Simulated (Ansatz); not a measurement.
Be, DFT, PBE, all-electron LAPW, scalar-relativistic (Ansatz 0.2.0), run on 1 thread of Arm Neoverse V1 on a shared host.

Structure from Materials Project entry mp-1008501 (possibly hypothetical), not relaxed further. The listed cell was then made from it by scaling, straining or moving an atom.

Command: `ansatz run input.yaml --threads 1 --pin off --max-ram 6144MiB --backend cpu --events-out ev --progress --plain --runs-dir out`

```yaml
crystal:
  lattice:
    - [3.746814, 0.01873407, 0.01873407]
    - [0.01873407, 3.746814, 0.01873407]
    - [0.0114064, 0.0114064, 2.28128]
  atoms:
    - { symbol: Be, position: [0.297408, 0.297408, 0.0] }
    - { symbol: Be, position: [0.702592, 0.702592, 0.0] }
    - { symbol: Be, position: [0.202592, 0.797408, 0.5] }
    - { symbol: Be, position: [0.797408, 0.202592, 0.5] }
kpoints:
  mp_grid: { grid: [9, 9, 14] }
  band_path:
    path:
      - [0.0, 0.0, 0.0]
      - [0.4950862661, -0.4950862661, 0.0]
      - [-0.4950862661, -0.5049137339, 0.0]
      - [-0.5, -0.5, 0.0]
      - [0.0, 0.0, 0.0]
      - [-0.5, -0.5, -0.5]
      - [-0.4870158638, -0.5129841362, -0.5]
      - [0.4870158638, -0.4870158638, -0.5]
      - [0.0, 0.0, -0.5]
    npoints: 5
scf:
  occupations: { method: fermi_dirac, width: 0.05 }
hamiltonian:
  xc: pbe
  pseudopotentials: { kind: all_electron, lapw: { basis_error: 0.001 } }
output:
  forces: true
  stress: true
  eigenvalues: true
```

Task: How large is the problem that the program sets up?

Result: 320 irreducible k-points, 145 plane waves at Γ, 12 bands.

Task: About how long does it take, and how much memory does it use?

Result: 22 s of wall time for 6 SCF iterations, with a peak of 0.41 GiB. Times on shared machines scatter by tens of per cent.
